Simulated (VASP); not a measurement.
Runs of VASP 6.6.1 on AlP. The structure is cubic, space group F-43m (No. 216). The conventional cell has a = 5.473 Å, b = 5.473 Å, c = 5.473 Å, α = 90.00°, β = 90.00°, γ = 90.00°. Al (site symmetry -43m) is surrounded by 4 P at 2.37 Å. P (site symmetry -43m) is surrounded by 4 Al at 2.37 Å. The cell is a database's computed one.

```csv
task,level,potentials or basis,cell,k mesh,cutoff (eV),mesh quality,gap on the mesh (eV),pressure (GPa),relaxed volume (Å³/atom)
relaxation of cell and atoms,LDA,"VASP PAW LDA potentials, release 64 (Al, P)",relaxed,8 × 8 × 8,600,not flagged,1.42,0.0,(c)
single point,PBEsol,"VASP PAW PBE potentials, release 64 (Al, P)",as given,8 × 8 × 8,520,not flagged,1.45,(a),-
relaxation of cell and atoms,PBEsol,"VASP PAW PBE potentials, release 64 (Al, P)",relaxed,8 × 8 × 8,600,not flagged,1.45,0.0,20.47
relaxation of cell and atoms,RPBE,"VASP PAW PBE potentials, release 64 (Al, P)",relaxed,8 × 8 × 8,600,not flagged,1.75,0.0,21.24
relaxation of cell and atoms,PBEsol,"VASP PAW PBE potentials, release 64 (Al, P)",relaxed,8 × 8 × 8,300,not flagged,1.45,0.0,20.45
relaxation of cell and atoms,PBEsol,"VASP PAW PBE potentials, release 64 (Al, P)",relaxed,4 × 4 × 4,600,coarse,(b),0.0,20.57
relaxation of cell and atoms,PBEsol,"VASP PAW PBE potentials, release 64 (Al, P)",relaxed,8 × 8 × 8,580,not flagged,1.45,0.0,20.47
```

Alike in all rows: no spin polarisation; smearing gaussian 0.02 eV.

Question: Fill in the values left out.

Answer: (a) -0.1; (b) 1.43; (c) 20.07.

Caveats: some runs use coarse meshes; the PAW data sets were made with another functional, which shifts forces and pressure a little (some runs); the cutoff is under 1.25 times the usual one of these potentials, so pressure, stress and relaxed cells hold a basis-set (Pulay) error (some runs).

A k mesh can miss the band edges.

Runs at the PBE level aren't shown here.
